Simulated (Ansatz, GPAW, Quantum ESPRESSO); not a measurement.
Fitting the PBEsol energy curve of NaI

```cif
data_structure
_symmetry_space_group_name_H-M 'Fm-3m'
_symmetry_Int_Tables_number 225
_cell_length_a 6.4728
_cell_length_b 6.4728
_cell_length_c 6.4728
_cell_angle_alpha 90.000
_cell_angle_beta 90.000
_cell_angle_gamma 90.000
_cell_volume 271.19
loop_
_atom_site_label
_atom_site_type_symbol
_atom_site_symmetry_multiplicity
_atom_site_Wyckoff_symbol
_atom_site_fract_x
_atom_site_fract_y
_atom_site_fract_z
_atom_site_occupancy
I1 I 4 b 0.50000 0.00000 0.00000 1
Na1 Na 4 a 0.00000 0.00000 0.00000 1
```

The cell was scaled at fixed shape and fractions and run with Ansatz, Ansatz PAW, cutoff 420 eV; PBEsol, k mesh 7 × 7 × 7 on the cell of 2 atoms, fermi-dirac occupations of 0.05 eV, no spin polarisation, no spin-orbit coupling. The potentials were made for PBE. Energies are those that the program minimises, any entropy of the smearing included.

| V (Å³/atom) | energy over the lowest row (meV/atom) |
| --- | --- |
| 31.8650 | 1.431 |
| 32.5430 | 0.000 |
| 33.2210 | 0.134 |
| 33.8990 | ? |
| 34.5770 | 4.416 |
| 35.2549 | 8.267 |
| 35.9329 | 13.093 |

Fit the third-order Birch-Murnaghan form, give V0, B0 and B′, and predict the energy left open.

With y = (V0/V)^(2/3), E = E0 + (9 V0 B0/16) [(y - 1)³ B′ + (y - 1)² (6 - 4y)]. Least squares through the rows shown give V0 = 32.8172 Å³/atom, E0 = -0.124 meV, B0 = 17.04 GPa (1 eV/Å³ = 160.218 GPa) and B′ = 4.76, with a largest miss of 0.001 meV. At V = 33.8990 the form with these constants gives 1.658 meV; the run gave 1.654 meV an atom. Other set-ups at this level, from all their volumes (Å³/atom, GPa): GPAW, PAW data sets generated for this functional: V0 32.862, B0 17.08; Ansatz, all-electron LAPW, scalar-relativistic: V0 32.827, B0 17.13; Quantum ESPRESSO, PseudoDojo 0.4.1 SR PBEsol standard: V0 32.812, B0 17.23.
